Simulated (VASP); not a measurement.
Here is a VASP 6.6.1 calculation.

File INCAR:

```
PREC     = Accurate       # precision mode
ENCUT    = 320            # plane-wave cutoff, eV
EDIFF    = 1E-6           # SCF threshold, eV
ISMEAR   = -1             # smearing method
SIGMA    = 0.05           # smearing width, eV
LREAL    = F              # projectors in reciprocal space
LASPH    = T              # aspherical terms in the spheres
NELM     = 80             # most SCF steps
ALGO     = Normal         # electronic algorithm
ISIF     = 2              # what is computed and relaxed
LWAVE    = F              # write WAVECAR
LCHARG   = F              # write CHGCAR
GGA      = PS             # functional
```

The input KPOINTS:

```
regular mesh
0
Gamma
  5 5 5
```

POSCAR

```
Pt
1.0
    7.8340000000      0.0000000000      0.0000000000
    0.0000000000      7.8340000000      0.0000000000
    0.0000000000      0.0000000000      7.8340000000
Pt
32
Direct
    0.0000000000      0.0000000000      0.0000000000
    0.0000000000      0.0000000000      0.5000000000
    0.0000000000      0.5000000000      0.0000000000
    0.0000000000      0.5000000000      0.5000000000
    0.5000000000      0.0000000000      0.0000000000
    0.5000000000      0.0000000000      0.5000000000
    0.5000000000      0.5000000000      0.0000000000
    0.5000000000      0.5000000000      0.5000000000
    0.0000000000      0.2500000000      0.2500000000
    0.0000000000      0.2500000000      0.7500000000
    0.0000000000      0.7500000000      0.2500000000
    0.0000000000      0.7500000000      0.7500000000
    0.5000000000      0.2500000000      0.2500000000
    0.5000000000      0.2500000000      0.7500000000
    0.5000000000      0.7500000000      0.2500000000
    0.5000000000      0.7500000000      0.7500000000
    0.2500000000      0.0000000000      0.2500000000
    0.2500000000      0.0000000000      0.7500000000
    0.2500000000      0.5000000000      0.2500000000
    0.2500000000      0.5000000000      0.7500000000
    0.7500000000      0.0000000000      0.2500000000
    0.7500000000      0.0000000000      0.7500000000
    0.7500000000      0.5000000000      0.2500000000
    0.7500000000      0.5000000000      0.7500000000
    0.2500000000      0.2500000000      0.0000000000
    0.2500000000      0.2500000000      0.5000000000
    0.2500000000      0.7500000000      0.0000000000
    0.2500000000      0.7500000000      0.5000000000
    0.7500000000      0.2500000000      0.0000000000
    0.7500000000      0.2500000000      0.5000000000
    0.7500000000      0.7500000000      0.0000000000
    0.7500000000      0.7500000000      0.5000000000
```

Potentials or basis: VASP PAW PBE potentials, release 64 (Pt).

Launch:

```sh
$ cat potpaw_PBE.64/Pt/POTCAR > POTCAR
$ mpirun -np 1 vasp_std > vasp.out
```

Question: Estimate the band gap on the k mesh.

Answer: None (metal or under the smearing width).

Question: Estimate the pressure.

Answer: -1.1 GPa.

Caveat: the PAW data sets were made with another functional, which shifts forces and pressure a little. Spin-orbit coupling is left out, which matters for the levels of Pt.
